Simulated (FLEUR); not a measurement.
## MgO under changes of volume

One of the cells (9.221 Å³/atom); the others are scaled copies at fixed shape and fractional positions:

```
CELL_PARAMETERS angstrom
0.00000 2.09700 2.09700
2.09700 0.00000 2.09700
2.09700 2.09700 0.00000
ATOMIC_POSITIONS crystal
Mg 0.00000 0.00000 0.00000
O 0.50000 0.50000 0.50000
```

The cell is a database's computed one.

| Quantity | Value |
| --- | --- |
| Program | FLEUR MaX-R8.1 (later development tree) |
| Functional | SCAN |
| Potentials or basis | all-electron |
| Basis | FLAPW |
| Kmax | 5.13 1/bohr |
| k mesh | 11 × 11 × 11 |
| Occupations | fermi-dirac, width 0.05 eV |
| Spin | no spin polarisation |

```tsv
volume (Å³/atom)	energy over the lowest point (meV/atom)	gap on the mesh (eV)
8.668	18.96	6.32
8.853	7.73	6.10
9.221	0.00	5.70
9.590	?	?
9.775	15.07	5.15
```

Problem. What does the run at 9.590 Å³/atom give?

Solution. Energy over the lowest point 6.75 meV/atom; gap on the mesh 5.33 eV.

Worked out: A Birch-Murnaghan fit of order 2 (a polynomial in V^(-2/3)) to the other rows has its minimum at 9.22 Å³/atom with B0 = V·E''(V) = 164 GPa. It gives 6.80 meV/atom at 9.590 Å³/atom, against the run's 6.75. A straight line through the other rows of the gap, of slope -9.71 eV per unit of ln V (its deformation potential), gives 5.33 eV, against the run's 5.33.

Energies are extrapolated to zero smearing.

Caveats: the meta-GGA is that of a development version, with a GGA for the radial functions and cores and without core tails.
